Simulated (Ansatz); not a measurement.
Runs of Ansatz 0.2.0 on CuO. It takes space group P4_2/mmc (No. 131, tetragonal). The conventional cell has a = 3.422 Å, b = 3.422 Å, c = 4.260 Å, α = 90.00°, β = 90.00°, γ = 90.00°. Around Cu (site symmetry mmm) lie 4 O at 2.02 Å. O (site symmetry -4m2) has 4 Cu at 2.02 Å and 2 O at 2.13 Å as nearest neighbours. Measurements of this composition are mostly on another form, of space group No. 15.

| task | level | potentials or basis | U | cell | cutoff (eV) | points for each segment of the path | hubbard projectors | double counting | gap on the mesh (eV) | pressure (GPa) | relaxed volume (Å³/atom) |
| --- | --- | --- | --- | --- | --- | --- | --- | --- | --- | --- | --- |
| single point | PBE | Ansatz PAW | - | as given | 800 | - | - | - | none | -2.8 | - |
| band structure | BLYP | Ansatz PAW | - | as given | 420 | 14 | - | - | none | 2.2 | - |
| relaxation of cell and atoms | PBE+U | Ansatz PAW | Cu d U = 4.5 eV | relaxed | 420 | - | ortho-atomic (the default) | fll (the default) | none | 0.0 | (a) |
| band structure | PBE | Ansatz NC | - | as given | 1252 | 14 | - | - | none | -2.8 | - |
| band structure | LDA | Ansatz PAW | - | as given | 420 | 14 | - | - | none | -14.0 | - |
| density of states | PBEsol | Ansatz PAW | - | as given | 420 | - | - | - | none | -9.0 | - |
| relaxation of cell and atoms | LDA+U | Ansatz PAW | Cu d U = 5.3 eV | relaxed | 420 | - | ortho-atomic (the default) | fll (the default) | none | 0.0 | (b) |

Alike in all rows: no spin polarisation; k mesh 8 × 8 × 6; smearing fermi-dirac 0.05 eV.

**Question.** Fill in the values left out.

**Answer.** (a) 11.37; (b) 10.42.

Caveats: the run has no spin polarisation, though such a crystal can be magnetic; semilocal functionals often make such compounds metallic where correlation or magnetic order opens a gap, which also shifts bond lengths (some runs); the PAW data sets come from PBE, with cores solved anew for the run's functional, which leaves a small shift of forces and pressure (some runs); the electronic state changed during the relaxation (some runs); the plane-wave basis is chosen anew once the cell has moved, so the energies of steps on either side of that aren't comparable (some runs); U without spin polarisation on a metal has little footing (some runs); the volume moved by over 15 % at a fixed basis, so the end points are rough (some runs).

A gap of «none» marks a metal or a gap under the smearing width.
